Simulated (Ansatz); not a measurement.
Wanted: the native input for an Ansatz 0.2.0 run.

- Task: optical spectrum
- Functional: r2SCANh
- Potentials or basis: Ansatz PAW
- Cutoff: 500 eV (not typed: the program's choice for these potentials)
- k mesh: 6 × 6 × 6
- Occupations: gaussian, width 0.1 eV
- Spin: no spin polarisation
- Broadening: 0.1 eV

The system is Si2W.

```
W Si
1.0
    -1.60690    1.60690    3.91495
     1.60690   -1.60690    3.91495
     1.60690    1.60690   -3.91495
W Si
1 2
Cartesian
  0.0254 0.0777 0.1090
  0.0250 0.0317 5.1303
  0.0388 -0.1111 2.6447
```

The cell isn't the ideal one: atoms moved at random, drawn with an rms of 0.1 Å.

These files were run (other wordings do the same):

input.yaml

```yaml
crystal:
  lattice:
    - [-1.6069, 1.6069, 3.91495]
    - [1.6069, -1.6069, 3.91495]
    - [1.6069, 1.6069, -3.91495]
  atoms:
    - { symbol: W, position: [0.038088, 0.021821, 0.032064] }
    - { symbol: Si, position: [0.665064, 0.66298, 0.017616] }
    - { symbol: Si, position: [0.303197, 0.349839, -0.022501] }
hamiltonian:
  xc: r2scanh
  pseudopotentials: { kind: paw }
kpoints:
  mp_grid: { grid: [6, 6, 6] }
scf:
  occupations: { method: gaussian, width: 0.1 }
  n_extra_bands: 12
output:
  eigenvalues: true
  optics: { e_range: [0, 14], sigma: 0.1 }
```

Potentials or basis: Ansatz PAW.

Run with:

```sh
$ ansatz run input.yaml --threads 2 --pin off --max-ram 5632MiB --backend cpu --events-out ev --progress --plain --runs-dir out
```

Results of the run:

- Band gap on the k mesh: none (metal or under the smearing width)

Caveat: the k mesh is coarse (spacing up to 0.46 Å⁻¹), so the values aren't converged, least of all with exact exchange.

It took 6.5 min on 2 threads of Intel(R) Xeon(R) Processor @ 2.50GHz (Skylake/Cascade Lake), on a shared host, peak memory 3.6 GiB.
